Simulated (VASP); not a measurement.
PbSe (Clausthalite):

```
CELL_PARAMETERS angstrom
0.00000 3.06065 3.06065
3.06065 0.00000 3.06065
3.06065 3.06065 0.00000
ATOMIC_POSITIONS crystal
Pb 0.00000 0.00000 0.00000
Se 0.50000 0.50000 0.50000
```

Base run:

* Program: VASP 6.6.1
* Functional: PBEsol
* Potentials or basis: VASP PAW PBE potentials, release 64 (Pb_d, Se)
* Cutoff: 520 eV
* k mesh: 8 × 8 × 8
* Occupations: fermi-dirac, width 0.05 eV
* Spin: no spin polarisation

Its results: band gap on the k mesh 0.20 eV, direct.

Question: The run is repeated on the same cell with these changes: functional from PBEsol to BLYP; further incar settings from ALGO = Normal; EDIFF = 1e-07 to ALGO = Normal; EDIFF = 1e-06. What comes out?

Answer: Band gap on the k mesh 0.39 eV, direct.

Caveats: spin-orbit coupling is left out, which as a rule narrows the gap of such compounds by several tenths of an eV.
